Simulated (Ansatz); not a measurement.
An Ansatz input:

```yaml
crystal:
  lattice:
    - [0.0, 1.972894436, 1.972894436]
    - [1.972894436, 0.0, 1.972894436]
    - [1.972894436, 1.972894436, 0.0]
  atoms:
    - { symbol: P, position: [0.0, 0.0, 0.0] }
hamiltonian:
  xc: rpbe
  pseudopotentials:
    kind: paw
    azcp:
      P: "pseudopotentials/P.paw.azcp"
basis:
  ecutwfc: 420
  fft_grid_basis: typed
kpoints:
  mp_grid: { grid: [16, 16, 16], shift: [0, 0, 0] }
magnetization:
  spin_polarized: false
scf:
  occupations: { method: fermi_dirac, width: 0.1 }
  lower_state_search: "off"
output:
  stress: true
```

and its output:

```
Engine: ansatz 0.2.0, x86_64-unknown-linux-gnu
Pseudopotentials: kind: paw
Pseudopotential: P, paw, valence charge 5, recommended cutoff 420 eV (normal) 
Functional definition: RPBE
  parameter kappa = 0.804
  parameter beta = 0.06672455060314922
  exchange = rpbe_x(kappa = kappa, mu = beta*pi^2/3)
  correlation = pbe_c(beta = beta)
Crystal: 1 atoms, lattice volume = 15.358 Å³
Basis set: ecut = 420 eV, 307 PW (Γ)
Bands: 7, of which v1, the nominal top of the filled ones, is band 3 counted from 1 (2 counted from 0)
Symmetry: 48 space group operations
Space group: Fm-3m (ITA 225), of the structure as read, at distance tolerance 2.5e-5 Å
k-points: 145 of 4096
Non-local potential: P, projectors of the file, l = 0: 2, l = 1: 2, l = 2: 2
PAW form: soft (Blöchl's): semilocal exchange-correlation on the pseudo side does not see the compensation charge
PAW frozen core: P, regenerated for the run's functional, and the local potential with it (the file was generated under x = pbe(κ = 0.804, μ = 0.2195149727645171), c = pbe(β = 0.06672455060314922))
PAW one-centre angular grid: P, 110 points (default); XC on 64 Gauss nodes
Initial density: superposition of atomic densities (neutral atoms: chi_scale 0, normalization atom), corrected by the library's trained network
Initial wavefunctions: pseudopotential atomic-orbital guess
Functional: x = rpbe, c = pbe(β = 0.06672455060314922)
SCF iter   1: F=—  HF=-758.010589 eV  |F-HF|=—  |Δ(HF+E_count)|=         —  Δρ=2.98e-3  dr2=1.32e-3  ethr=1.77e-3  ⟨swp⟩=6.3  Hψ=9730  notcnv=0
SCF iter   2: F=—  HF=-758.010293 eV  |F-HF|=—  |Δ(HF+E_count)|=   2.97e-4  Δρ=1.31e-3  dr2=2.45e-4  ethr=2.64e-5  ⟨swp⟩=1.7  Hψ=2329  notcnv=0
SCF iter   3: F=—  HF=-758.010252 eV  |F-HF|=—  |Δ(HF+E_count)|=   4.05e-5  Δρ=1.45e-4  dr2=2.58e-6  ethr=4.90e-6  ⟨swp⟩=2.5  Hψ=1354  notcnv=0
SCF iter   4: F=—  HF=-758.010252 eV  |F-HF|=—  |Δ(HF+E_count)|=   2.55e-7  Δρ=6.04e-5  dr2=5.85e-7  ethr=5.16e-8  ⟨swp⟩=2.0  Hψ=1337  notcnv=0
iter 5 did not close the SCF: its close was put off for the readings that it lacked (scf_convergence_deferred on its scf_iter line)
SCF iter   5: F=-758.010252 eV  HF=-758.010252 eV  |F-HF|=3.51e-8  |Δ(HF+E_count)|=   2.10e-7  Δρ=2.00e-5  dr2=6.45e-8  ethr=1.17e-8  ⟨swp⟩=2.0  Hψ=1325  notcnv=0
SCF iter   6: F=-758.010252 eV  HF=-758.010252 eV  |F-HF|=8.65e-10  |Δ(HF+E_count)|=   2.59e-8  Δρ=3.12e-6  dr2=1.58e-9  ethr=1.29e-9  ⟨swp⟩=2.1  Hψ=3146  notcnv=0
SCF 1 converged in 6 iterations: F = -758.010252 eV  dr2 = 1.58e-9
SCF converged after 6 iterations
Free energy (F): -758.010252 eV
Harris-Foulkes:  -758.010252 eV  (|F-HF|=8.65e-10)
Internal energy: -757.991247 eV  (E = F + TS)
E sigma→0 (E₀):  -758.000750 eV
Entropy (-TS):   -0.019005 eV (-19.005 meV/atom)
Fermi energy:    10.386104 eV
--- Per-component energies (eV) ---
  E_band       = 20.701828
  E_kinetic    = 67.942219
  E_local      = -20.046956  (includes V_loc(G=0)·N_el)
  E_nonlocal   = 32.823886
  E_hartree    = 3.339392
  E_xc         = -60.611687
  E_vxc        = -59.689088  (∫ρ·V_xc dr)
  E_paw        = -572.259301  (= ΣΔE_a)
  E_vpaw       = -7.007150  (= ΣTr[D̂ρ^β])
  E_aug_tail   = 0.000003  (compensation charges beyond the density's cutoff)
  E_ewald      = -209.148255
  E_core_change = -0.030550  (= ΣΔE_core)
  E_smearing   = -0.019005  (= −TS)
  E_closure    = 0.000000  (closes the sum)
  Σ components = -758.010252   (vs F -758.010252, Δ=0.00e0)
--- Stress (GPa, compression-positive) ---
       -3.026051      -0.000000      -0.000000
       -0.000000      -3.026051      -0.000000
       -0.000000      -0.000000      -3.026051
  P = ⅓ Tr σ = -3.0261 GPa (-30.261 kbar)
```
